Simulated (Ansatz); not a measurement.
## NiSb

The computed numbers are results of PBE, scalar-relativistic (collinear spin) in the plane-wave PAW code Ansatz at 420 eV, Γ-centred 10×10×8 mesh, 0.05 eV Gaussian smearing; PAW files: Ansatz's generated set soft_2.

```
Ni Sb
1.0
     3.97105    0.00000    0.00000
    -1.98553    3.43903    0.00000
     0.00000    0.00000    5.16801
Ni Sb
2 2
Direct
  0.00000 0.00000 0.00000
  0.00000 0.00000 0.50000
  0.33333 0.66667 0.25000
  0.66667 0.33333 0.75000
```

The chain of runs began from a cell as deposited in COD, expanded in volume.

Magnetic state: non-magnetic, site spin moments none.

The run above is the reference. The same cell was run again with other input settings; several of them aren't fit for production, so the rows show the settings' effect and aren't properties of the material.

```tsv
keys changed	outcome	ΔE (meV/atom)	P (GPa)	gap on the mesh (eV)	cell moment (μB)	largest force component (eV/Å)	SCF iterations	rough core-seconds	new warnings
none (reference)	converged	0.0	0.0	metal	0.00	0.000	–	–	–
hamiltonian.pseudopotentials: {"kind": "paw", "source": "jth"}	converged	–	-0.2	metal	0.00	0.000	13	26	cutoff below recommended; radial quadrature taken
scf.occupations.width: 0.05 → null; scf.occupations.method: "gaussian" → "tetrahedron_uncorrected"; scf.eigensolver.kind: "davidson"	converged	20.4	0.2	metal	0.00	0.000	17	60	band table not solved further
hamiltonian.pseudopotentials: {"kind": "nc", "accuracy": "standard"}	converged	–	-9.2	metal	0.00	0.000	16	29	cutoff below recommended
scf.algorithm: "direct_min"; hamiltonian.pseudopotentials: {"kind": "nc", "accuracy": "standard"}	converged	–	-9.2	metal	0.00	0.000	14	140	cutoff below recommended
scf.occupations.method: "gaussian" → "fermi_dirac"; scf.occupations.width: 0.05 → 0.005	converged	0.0	0.0	metal	0.00	0.000	12	30	–
scf.mixing.preconditioner: "ldos"	converged	0.0	0.0	metal	0.00	0.000	11	30	–
```

These changes also left energy (to 0.1 meV/atom), pressure, gap, moment and forces as in the reference: basis.xc_grid: 1.

ΔE is the energy with the smearing extrapolated to zero. It is left out where the change alters the Hamiltonian or the spin treatment. The varied runs start from atomic densities (corrected by the program's trained start where that serves), with the default search for lower states unless a row changes it.

(1) What happens with these changes: scf.occupations.width: 0.05 → 0.2; scf.initial_density.chi_scale: 0.3?

(2) What happens with these changes: hamiltonian.hubbard: {"sites": [{"species": "Ni", "l": "d", "u_eff": 2.0}], "double_counting": "fll"}?

Answers:

(1) outcome converged, ΔE (meV/atom) 0.8, P (GPa) 0.1, gap on the mesh (eV) metal, cell moment (μB) 0.00, largest force component (eV/Å) 0.000, SCF iterations 12, rough core-seconds 30.

(2) outcome converged, P (GPa) -0.4, gap on the mesh (eV) metal, cell moment (μB) 0.00, largest force component (eV/Å) 0.000, SCF iterations 17, rough core-seconds 40, new warnings filled band counts differ across k points.

Changing scf.mixing.preconditioner only steers the path to self-consistency, so the energy stays within 0.5 meV/atom.

Other pseudopotential files need their own cutoff; where it is too low, pressure and moments show the cutoff and not the files.

Of the reference: For elements this heavy, spin–orbit coupling would shift levels and gaps; it isn't included here.
